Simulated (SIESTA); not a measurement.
Crystal: W2C.

```
W C
1.0
     3.07005    0.00000    0.00000
    -1.53502    2.65874    0.00000
     0.00000    0.00000    4.67843
W C
2 1
Direct
  0.66667 0.33333 0.25367
  0.33333 0.66667 0.74633
  0.00000 0.00000 0.00000
```

The cell comes from a database or a generator and needn't be the stable form of this composition.

- Program: SIESTA 5.4.2
- Task: single point
- Functional: PBE
- Potentials or basis: PseudoDojo 0.4 standard (PBE files)
- Basis: DZP (energy shift 0.003 Ry; two zetas on semicore shells)
- Grid cutoff: 800 Ry
- Energy shift: 0.003 Ry
- k mesh: 10 × 10 × 6
- Occupations: fermi-dirac, width 0.05 eV
- Spin: no spin polarisation

On this cell: pressure 2.7 GPa; largest force 0.526 eV/Å; band gap on the k mesh none (metal or under the smearing width).

The same run follows on a disturbed copy (atoms moved at random, drawn with an rms of 0.05 Å):

```xyz
3
Lattice="3.0700 0.0000 0.0000 -1.5350 2.6587 0.0000 0.0000 0.0000 4.6784" Properties=species:S:1:pos:R:3 pbc="T T T"
W     1.5441    0.9189    1.1592
W    -0.0325    1.7448    3.4786
C    -0.0060    0.0098   -0.0064
```

What changes?

The energy (extrapolated to zero smearing) moves by +7.9 meV/atom; pressure 3.6 GPa; largest force 0.952 eV/Å; band gap on the k mesh none (metal or under the smearing width).

Forces on the atoms (eV/Å):
```
W   -0.142 -0.274  0.901
W    0.217  0.389 -0.670
C   -0.075 -0.116 -0.230
```

Stress tensor (GPa, compression positive):
```
 2.57 -0.59 -1.34
-0.59  4.46 -2.18
-1.34 -2.18  3.80
```

Caveats: short orbitals over semicore shells can move pressures by several GPa; the basis of atomic orbitals isn't converged, which shifts pressures, moduli and gaps.
